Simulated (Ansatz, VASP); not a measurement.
# One calculation of SnSe, two programs

File INCAR:

```
SYSTEM = SnSe
PREC = Accurate
ENCUT = 520
EDIFF = 1E-6
ISMEAR = -1
SIGMA = 0.05
LREAL = .FALSE.
LASPH = .TRUE.
NELM = 60
ALGO = Normal
ISIF = 2
LWAVE = .FALSE.
LCHARG = .FALSE.
GGA = RE
NBANDS = 17
```

KPOINTS

```
regular mesh
0
G
  8 8 8
  0 0 0
```

POSCAR

```
SnSe
1.0
    0.0000000000      3.0100000000      3.0100000000
    3.0100000000      0.0000000000      3.0100000000
    3.0100000000      3.0100000000      0.0000000000
Sn Se
1 1
Direct
    0.0000000000      0.0000000000      0.0000000000
    0.5000000000      0.5000000000      0.5000000000
```

The input input.yaml:

```yaml
crystal:
  lattice:
    - [0.0, 3.01, 3.01]
    - [3.01, 0.0, 3.01]
    - [3.01, 3.01, 0.0]
  atoms:
    - { symbol: Sn, position: [0.0, 0.0, 0.0] }
    - { symbol: Se, position: [0.5, 0.5, 0.5] }
kpoints:
  mp_grid: { grid: [8, 8, 8] }
  band_path:
    path:
      - [0.0, 0.0, 0.0]
      - [0.5, 0.0, 0.5]
      - [0.5, 0.25, 0.75]
      - [0.375, 0.375, 0.75]
      - [0.0, 0.0, 0.0]
      - [0.5, 0.5, 0.5]
      - [0.625, 0.25, 0.625]
      - [0.5, 0.25, 0.75]
    npoints: 8
scf:
  occupations: { method: fermi_dirac, width: 0.05 }
hamiltonian:
  xc: revpbe
  pseudopotentials: { kind: all_electron, lapw: { basis_error: 0.001 } }
output:
  forces: true
  stress: true
  eigenvalues: true
```

Measurements of this composition are mostly on another form, of space group No. 62.

Alike in both runs: functional revPBE; k mesh 8 × 8 × 8; occupations fermi-dirac, width 0.05 eV; no spin polarisation.

|  | VASP | Ansatz |
| --- | --- | --- |
| version | VASP 6.6.1 | Ansatz 0.2.0 |
| potentials or method | VASP PAW PBE potentials, release 64 (Sn_d, Se) | all-electron LAPW, scalar-relativistic |
| plane-wave cutoff (eV) | 520 | see its input |
| task | single point | band structure |

|  | VASP | Ansatz | Ansatz less VASP |
| --- | --- | --- | --- |
| gap on the k mesh at the Fermi level (eV) | 0.55 | 0.55 | 0.000 |
| least direct gap on the mesh (eV) | 0.55 | 0.55 | 0.000 |
| pressure (GPa) | 2.1 | 2.1 | +0.02 |

Ansatz ran all-electron here, so the differences hold the error of VASP's frozen core and of both bases.

Caveats: spin-orbit coupling is left out, which moves the levels of the heavy elements; the PAW data sets were made with another functional, which shifts forces and pressure a little (VASP). A k mesh can miss the band edges.
